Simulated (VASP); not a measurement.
**VASP 6.6.1 run: AlN**

INCAR

```
AMIX = 0.1
IMIX = 1
IBRION = -1
NBANDS = 11
ISMEAR = -1
ISIF = 2
LWAVE = .FALSE.
ENCUT = 520
LCHARG = .FALSE.
LASPH = .TRUE.
SIGMA = 0.02
PREC = Accurate
NELM = 81
GGA = RP
EDIFF = 1E-7
LREAL = .FALSE.
NSW = 0
```

KPOINTS

```
KPOINTS created by Atomic Simulation Environment
0
Gamma
10 10 10
0 0 0
```

POSCAR

```
Al N
 1.0000000000000000
     0.0000000000000000    1.9784910831000000    1.9784910831000000
     1.9784910831000000    0.0000000000000000    1.9784910831000000
     1.9784910831000000    1.9784910831000000    0.0000000000000000
 Al  N
   1   1
Cartesian
  0.0000000000000000  0.0000000000000000  0.0000000000000000
  1.9784910831000000  1.9784910831000000  1.9784910831000000
```

The recommended PBE PAW datasets give the neutral cell 8 valence electrons.

Command

```
mpirun -np 1 vasp_std
```

Question: Predict the outcome of this run.

Answer: It converged. Results: gap between bands v and c on the k mesh 5.19 eV; least direct gap on the k mesh 6.66 eV; pressure 29.7 GPa. Band v is the last that the valence electrons fill when counted band by band, and c is the next.

OSZICAR

```
N       E                     dE             d eps       ncg     rms          rms(c)
DAV:   1     0.111726654030E+02    0.11173E+02   -0.41646E+03  1058   0.638E+02
DAV:   2    -0.147519048767E+02   -0.25925E+02   -0.25244E+02  1201   0.143E+02
DAV:   3    -0.153965225886E+02   -0.64462E+00   -0.64396E+00  1287   0.211E+01
DAV:   4    -0.153988872509E+02   -0.23647E-02   -0.23645E-02  1148   0.137E+00
DAV:   5    -0.153989065382E+02   -0.19287E-04   -0.19287E-04  1229   0.116E-01    0.803E+00
DAV:   6    -0.147100018678E+02    0.68890E+00   -0.42547E-01  1151   0.359E+00    0.649E+00
DAV:   7    -0.142924709392E+02    0.41753E+00   -0.27426E-01  1160   0.295E+00    0.536E+00
DAV:   8    -0.140398180151E+02    0.25265E+00   -0.15598E-01  1160   0.217E+00    0.448E+00
DAV:   9    -0.138863604897E+02    0.15346E+00   -0.95302E-02  1160   0.171E+00    0.382E+00
DAV:  10    -0.137929252623E+02    0.93435E-01   -0.56301E-02  1162   0.130E+00    0.329E+00
...
DAV:  60    -0.136446979808E+02   -0.36075E-06   -0.37438E-08   568   0.179E-03    0.156E-02
DAV:  61    -0.136446982858E+02   -0.30503E-06   -0.31101E-08   553   0.162E-03    0.141E-02
DAV:  62    -0.136446985435E+02   -0.25772E-06   -0.25889E-08   544   0.148E-03    0.128E-02
DAV:  63    -0.136446987611E+02   -0.21751E-06   -0.21546E-08   544   0.135E-03    0.116E-02
DAV:  64    -0.136446989444E+02   -0.18337E-06   -0.17951E-08   538   0.123E-03    0.105E-02
DAV:  65    -0.136446990989E+02   -0.15449E-06   -0.14942E-08   535   0.113E-03    0.952E-03
DAV:  66    -0.136446992289E+02   -0.13002E-06   -0.12452E-08   526   0.103E-03    0.864E-03
DAV:  67    -0.136446993383E+02   -0.10932E-06   -0.10366E-08   532   0.938E-04    0.784E-03
DAV:  68    -0.136446994301E+02   -0.91855E-07   -0.86370E-09   532   0.857E-04
   1 F= -.13644699E+02 E0= -.13644699E+02  d E =-.253730E-13
```

For comparison, a separate PBE run of the intended cell, on usual settings and not on those above, gives a gap of 5.19 eV on its mesh and a pressure of 25.0 GPa.
